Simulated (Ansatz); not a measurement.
ZnS:

```
CELL_PARAMETERS angstrom
0.00000 2.70200 2.70200
2.70200 0.00000 2.70200
2.70200 2.70200 0.00000
ATOMIC_POSITIONS crystal
Zn 0.75000 0.75000 0.75000
S 0.00000 0.00000 0.00000
```

Base run:

* Program: Ansatz 0.2.0
* Functional: revPBE
* Potentials or basis: Ansatz PAW
* Cutoff: 420 eV (not typed: the program's choice for these potentials)
* k mesh: 9 × 9 × 9
* Occupations: fermi-dirac, width 0.05 eV
* Spin: no spin polarisation

Its results: band gap on the k mesh 2.23 eV, direct; pressure 3.5 GPa.

Task: The run is repeated on the same cell with these changes: functional from revPBE to PBE; cutoff from 420 eV (not typed: the program's choice for these potentials) to 300 eV. What comes out?

Result: Band gap on the k mesh 2.13 eV, direct; pressure 1.9 GPa.

PBE binds more tightly than revPBE, so the same cell stands under less pressure.

Caveats: the PAW data sets come from PBE, with cores solved anew for the run's functional, which leaves a small shift of forces and pressure (some runs); odd divisions of the mesh miss points on the zone boundary, where band edges often lie, so the gap on the mesh can be too wide (some runs); the pressure holds a Pulay correction of +5.0 GPa for the finite cutoff (some runs); the cutoff lies under the one recommended for these potentials (some runs).
